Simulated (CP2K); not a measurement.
## MoS2 under changes of volume

One of the cells (17.728 Å³/atom); the others are scaled copies at fixed shape and fractional positions:

```
Mo S
1.0
     6.41491    0.00000    0.00000
     5.63659    3.06265    0.00000
     5.63659    1.43243    2.70702
Mo S
1 2
Cartesian
  0.0000 0.0000 0.0000
  7.3759 1.8744 1.1288
  4.4220 1.1238 0.6768
```

Measurements of this composition are mostly on another form, of space group No. 194.

| Quantity | Value |
| --- | --- |
| Program | CP2K 2026.2 |
| Functional | PBEsol |
| Potentials or basis | POTENTIAL_UZH Mo GTH-PBE-q14, S GTH-PBE-q6; TZVP-MOLOPT-PBE-GTH basis |
| Density cutoff | 6123 eV |
| k mesh | 10 × 10 × 10 |
| Occupations | fermi-dirac, width 0.05 eV |
| Spin | no spin polarisation |

| volume (Å³/atom) | energy over the lowest point (meV/atom) | pressure (GPa) | gap on the mesh (eV) | largest force (eV/Å) |
| --- | --- | --- | --- | --- |
| 16.664 | 56.63 | 14.3 | 0.84 | 1.762 |
| 17.019 | 29.82 | 10.0 | 0.87 | 1.329 |
| 17.373 | ? | ? | ? | ? |
| 17.728 | 2.36 | 2.7 | 0.91 | 0.556 |
| 18.083 | 0.00 | -0.5 | 0.93 | 0.212 |
| 18.437 | 4.21 | -3.3 | 0.95 | 0.189 |
| 18.792 | 14.32 | -5.8 | 0.96 | 0.481 |

Problem. What does the run at 17.373 Å³/atom give?

Solution. Energy over the lowest point 12.03 meV/atom; pressure 6.1 GPa; gap on the mesh 0.89 eV; largest force 0.928 eV/Å.

Worked out: A Birch-Murnaghan fit of order 3 (a polynomial in V^(-2/3)) to the other rows has its minimum at 18.03 Å³/atom with B0 = V·E''(V) = 153 GPa and B' = 4.3 at fixed shape and positions, which overstates the stiffness. It gives 12.06 meV/atom at 17.373 Å³/atom, against the run's 12.03, and -dE/dV = 6.1 GPa, against 6.1. A straight line through the other rows of the gap, of slope 1.01 eV per unit of ln V, gives 0.89 eV, against the run's 0.89.

Energies are extrapolated to zero smearing.

Caveats: the potentials were made for another functional, which shifts forces and pressure; the basis of atomic orbitals isn't converged, which shifts pressures, moduli and gaps.

A mesh can miss the band edges. Spin-orbit coupling on Mo is left out.
